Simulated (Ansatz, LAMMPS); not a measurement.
# Electronic structure of glassy 72SiO2-17Al2O3-6BaO-6ZnO (mol %) (116 atoms), part 2 of 2

Wanted: forces, charges and levels of glassy 72SiO2-17Al2O3-6BaO-6ZnO (mol %) (116 atoms).

Ansatz 0.2.0; Kohn-Sham DFT, PBE, PAW (set soft_2), plane waves.

The cell: 26 Si, 12 Al, 2 Ba, 2 Zn and 74 O. The quench rate of 50 K/ps is many orders above laboratory rates. The network of bonds at the start is that of the classical potential that made the cell. Only the Γ point is sampled, in a cell whose shortest periodic width is 12 Å. The levels lack spin–orbit coupling.

So far. Step 3 (Plane-wave single point): Mean Löwdin charges: Al +1.37, Ba +1.92, O -0.83, Si +1.76, Zn +1.51 e (they miss 1.2 % of the electrons, so they add up to more than the cell's charge).

## 4. Distances and neighbours

These statistics describe the geometry on which the runs were made.

Density 2.85 g/cm³, 13.30 Å³ an atom.

g(r), total and by pair (bins of 0.2 Å):

```csv
r (Å),total,O-O,O-Si,O-Al,O-Ba,O-Zn,Si-Si
1.50,1.64,0.00,5.70,0.00,0.00,0.00,0.00
1.70,3.11,0.00,6.79,8.80,0.00,0.00,0.00
1.90,0.42,0.00,0.19,2.01,0.00,4.49,0.00
2.10,0.06,0.00,0.00,0.00,0.00,2.72,0.00
2.30,0.00,0.00,0.00,0.00,0.00,0.00,0.00
2.50,0.97,2.25,0.00,0.22,1.27,0.00,0.00
2.70,1.48,3.54,0.00,0.09,0.00,0.00,0.00
2.90,0.81,1.34,0.11,0.08,2.02,1.00,0.44
3.10,0.97,0.72,0.17,0.71,1.71,0.89,4.68
3.30,0.83,0.78,0.64,0.58,0.76,0.36,1.20
3.50,0.82,0.62,1.03,1.46,0.69,0.65,0.00
3.70,1.06,0.72,1.68,1.42,0.31,0.90,0.26
3.90,1.11,0.59,1.70,1.73,1.89,1.62,0.49
4.10,1.11,0.69,1.77,1.11,1.23,2.23,0.33
4.30,1.29,0.74,1.73,1.95,1.83,1.56,1.96
4.50,0.90,0.82,1.09,0.82,0.41,1.03,0.99
4.70,0.98,1.17,0.65,0.63,0.92,1.86,1.31
4.90,1.18,1.73,0.56,0.69,1.71,0.52,1.51
5.10,1.07,1.53,0.57,0.66,1.60,0.95,1.25
5.30,0.94,1.16,0.68,0.69,1.18,0.15,1.36
5.50,1.02,1.06,1.06,1.07,1.10,0.27,1.02
5.70,0.86,0.75,0.84,0.94,0.77,1.15,1.06
```

Bonds by pair of elements; cutoffs follow the first minimum of g(r), held within bounds set by covalent radii, and pairs that aren't listed don't count as bonded:

```csv
pair A-B,cutoff (Å),bonds,mean length (Å),spread (Å),shortest (Å),B about A,A about B
O-Si,2.16,104,1.62,0.059,1.51,1.41,4
O-Al,2.27,48,1.75,0.071,1.61,0.649,4
O-Ba,3.29,11,2.93,0.219,2.52,0.149,5.5
O-Zn,2.5,7,2.02,0.109,1.84,0.095,3.5
```

The cutoff for O-Ba falls short of the minimum of g(r), so counts run low and odd coordinations can be artefacts.

How many atoms have how many bonded neighbours:

```csv
element,mean,2,3,4,5,6
Al,4,0,0,12,0,0
Ba,5.5,0,0,0,1,1
O,2.30,53,20,1,0,0
Si,4,0,0,26,0,0
Zn,3.5,0,1,1,0,0
```

Bond angles, per cent of each kind in bins of 5°:

```csv
angle (°),O-Si-O,O-Al-O,Al-O-Si,Si-O-Si,O-Ba-O
50–55,0.0,0.0,0.0,0.0,8.0
55–60,0.0,0.0,0.0,0.0,8.0
60–65,0.0,0.0,0.0,0.0,8.0
65–70,0.0,0.0,0.0,0.0,4.0
70–75,0.0,0.0,0.0,0.0,4.0
75–80,0.0,0.0,0.0,0.0,4.0
80–85,0.0,1.4,0.0,0.0,4.0
85–90,0.0,0.0,0.0,0.0,0.0
90–95,0.0,5.6,0.0,0.0,4.0
95–100,3.2,11.1,0.0,0.0,8.0
100–105,27.6,20.8,2.4,0.0,0.0
105–110,28.2,23.6,0.0,0.0,8.0
110–115,22.4,9.7,2.4,0.0,4.0
115–120,10.3,11.1,7.3,2.9,4.0
120–125,5.8,6.9,12.2,0.0,8.0
125–130,2.6,4.2,12.2,5.9,4.0
130–135,0.0,4.2,12.2,5.9,4.0
135–140,0.0,1.4,7.3,5.9,4.0
140–145,0.0,0.0,14.6,5.9,0.0
145–150,0.0,0.0,2.4,23.5,8.0
150–155,0.0,0.0,9.8,20.6,0.0
155–160,0.0,0.0,9.8,17.6,0.0
160–165,0.0,0.0,2.4,5.9,4.0
165–170,0.0,0.0,4.9,2.9,0.0
170–175,0.0,0.0,0.0,2.9,0.0
```

Bond angles (no mean is given where the spread exceeds 20°):

```csv
angle,count,mean (°),spread (°)
O-Si-O,156,109,6.4
O-Al-O,72,109,11
Al-O-Si,41,137,15.3
Si-O-Si,34,149,12.2
O-Ba-O,25,-,-
```

Oxygen atoms by the number of network formers (Si, P, Ge, B, Al, As, Ga) bound to them:

```csv
network formers bound to O,O atoms,per cent
0,0,0
1,3,4.1
2,64,86.5
3,7,9.5
```

Network units: each former by its oxygen neighbours and how many of them bridge to another former:

```csv
former,O neighbours,bridging O,atoms
Si,4,3,3
Si,4,4,23
Al,4,4,12
```

Bond length by coordination (bonds to H left out):

```csv
element,coordination,atoms,mean bond length (Å)
Ba,5,1,2.98
Ba,6,1,2.90
O,2,53,1.64
O,3,20,1.95
O,4,1,2.12
Zn,3,1,1.92
Zn,4,1,2.09
```

Rings of the network by King's shortest-path rule, up to 12 atoms, one path for each pair of neighbours; H, halogens, alkali and alkaline-earth atoms are left out, and the last column divides by all other atoms, bonded or not:

```csv
ring size (atoms),rings,per network atom
4,2,0.018
6,5,0.044
8,12,0.105
10,28,0.246
12,33,0.289
```

The O-Si-O angle averages 109° with a spread of 6°. Counting bonds to Si and Al alone, not to Zn, 86 % of the oxygens join two of these atoms and 4 % one; 10 % join three. The commonest Si unit has 4 oxygens, 4 of them shared with other formers (23 of 26 atoms). Rings of 12 atoms are the most common (41 % of those counted); sizes run from 4 to 12, where the search stops.

The surroundings of O85, which bears the longest force, nearest first, numbered as they follow in the input and with coordinates relative to it.

```csv
atom,x,y,z,distance (Å),bonds,Löwdin charge (e),Fx,Fy,Fz (eV/Å)
O85,0.00,0.00,0.00,0.00,3,-0.87,4.41,1.68,1.38
Si17,-1.34,-0.66,-0.24,1.51,4,1.75,-2.32,-1.88,-1.90
Al27,1.43,0.72,-0.91,1.84,4,1.33,-0.49,-1.50,-0.31
O43,-2.50,0.45,-0.23,2.55,3,-0.84,-1.51,0.99,0.02
O94,-1.35,-1.43,-1.67,2.58,2,-0.79,0.31,0.81,-0.61
O84,2.61,-0.52,-0.46,2.71,3,-0.88,-0.23,1.01,0.66
O52,-1.99,-1.80,0.77,2.79,3,-0.87,-0.81,0.62,0.63
O74,0.88,1.01,-2.48,2.82,2,-0.86,-1.23,-2.00,-0.12
Ba40,1.72,-0.27,2.27,2.86,5,1.92,0.10,-0.39,-0.39
O105,-0.82,1.71,2.15,2.87,3,-0.81,1.44,-1.37,-0.12
```

The column of bonds counts only the pairs O-Si within 2.16 Å, O-Al within 2.27 Å, O-Ba within 3.29 Å, O-Zn within 2.50 Å; other neighbours, such as metal atoms beside each other in a compound, aren't counted, and periodic images can show an atom twice.

## 5. Results

```yaml
free_energy_per_atom: -720.9666 eV/atom
pressure: 6.326 GPa
r_m_s_force_component: 1.292 eV/Å
spacing_of_highest_filled_and_lowest_empty_level: 3.51 eV
wall_time_of_the_1_dft_run: 9.4 s
```

In words: The highest filled and lowest empty levels differ by 3.51 eV (at Γ alone); a semilocal functional tends to put such gaps too low. In a disordered cell it changes from sample to sample, and tail or defect levels can set it.

**Limits.** The force components of 1.3 eV/Å r.m.s. reflect the temperature of the frame as well as the gap between the generating potential and DFT. The pressure of 6.3 GPa is that of one thermal frame, in which the classical model's bond lengths enter as well as the volume, without the kinetic term.

[Logs are printed without paths, hosts, clocks, repeated set-up lines and the standing remarks that a program may print on its own settings, such as how far it seeks lower states.]

[Hosts, paths, dates, database ids (printed as entryN), source tags and the programs' standing remarks are cut or masked in the printed files.]
